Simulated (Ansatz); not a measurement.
Theory: DFT PBE, scalar-relativistic, plane waves, PAW in Ansatz 0.2.0. Settings: cutoff 420 eV, Γ-centred meshes spaced at most about 0.3 Å⁻¹ (2π included), Gaussian smearing. No spin polarisation.

These are static total energies at zero pressure.

Compare these two cells of CdS₅, each relaxed at this level.

A. Space group P2_12_12 (No. 18), orthorhombic, a = 4.549 Å, b = 5.121 Å, c = 17.023 Å. Cd is surrounded by 4 S at 2.58–2.71 Å; S on a site of symmetry 1 is surrounded by 1 S at 1.97 Å and 1 S at 2.23 Å; S on a second site of symmetry 1 has 1 S at 1.97 Å and 1 S at 2.23 Å; S on a site of symmetry 2 is surrounded by 4 Cd at 2.58–2.71 Å.

B. Space group P1 (No. 1), triclinic, a = 4.372 Å, b = 4.422 Å, c = 9.096 Å, α = 97.0°, β = 101.6°, γ = 103.5°. Around Cd lie 4 S at 2.54–2.69 Å; S on its first site is surrounded by 2 S at 2.09–2.10 Å; S on its second site is surrounded by 2 S at 2.04–2.10 Å; around S on its third site lie 2 S at 2.04–2.11 Å; S on its fourth site is surrounded by 1 S at 2.11 Å and 2 Cd at 2.54–2.69 Å; 1 more site not described.

Question: Which would you expect to be lower, and how large is the difference?

Answer: A is lower, by 12 meV/atom. A has space group P2_12_12 (No. 18), 33.0 Å³/atom and a gap of 1.24 eV on its mesh; B has space group P1 (No. 1), 27.5 Å³/atom and a gap of 1.18 eV. A holds S–S chains (shortest 1.97 Å); B holds S–S units of three or more atoms (shortest 2.04 Å). Origin: A, invented; B, invented, then shaken at random and relaxed again. The lowest form computed isn't among them: it has space group P1 (No. 1), 31.7 Å³/atom and lies 12 meV/atom below the best shown.

Weakly bound directions are ill-defined at this level, which has no dispersion term (P2_12_12), and this can change margins and order among such cells. Kohn–Sham gaps at this level usually fall short of measured ones. Cells relaxed within their symmetry can be saddle points. Some structure types and database cells were kept out of the candidates from the start, so a known form may be missing.
